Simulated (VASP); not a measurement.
Input of a VASP 6.6.1 run:

Contents of INCAR:

```
PREC = Accurate
ENCUT = 600
EDIFF = 1E-7
ISMEAR = 0
SIGMA = 0.03
LREAL = F
LASPH = T
NELM = 80
ALGO = Fast
ISIF = 2
LWAVE = F
LCHARG = F
GGA = PS
IBRION = 2
NSW = 40
EDIFFG = -0.01
```

File KPOINTS:

```
Automatic mesh
0
Gamma
  12 12 12
```

File POSCAR:

```
LiF                                     
1.0
    0.0000000000      2.0117151098      2.0117151098
    2.0117151098      0.0000000000      2.0117151098
    2.0117151098      2.0117151098      0.0000000000
  Li              F             
     1     1
Direct
     0.0000000000000000    0.0000000000000000    0.0000000000000000
     0.5000000000000000    0.5000000000000000    0.5000000000000000
```

Potentials or basis: VASP PAW PBE potentials, release 64 (Li_sv, F).

Command:

```sh
$ cat potpaw_PBE.64/Li_sv/POTCAR potpaw_PBE.64/F/POTCAR > POTCAR
$ mpirun -np 1 vasp_std > vasp.out
```

Q: What does it give for the band gap on the k mesh?

A: 8.95 eV, direct.

Final structure:
```
Li F
1.0
     0.00000    2.01172    2.01172
     2.01172    0.00000    2.01172
     2.01172    2.01172    0.00000
Li F
1 1
Direct
  0.00000 0.00000 0.00000
  0.50000 0.50000 0.50000
```

Caveat: the relaxation stopped at its first step, so nothing moved. A k mesh can miss the band edges.
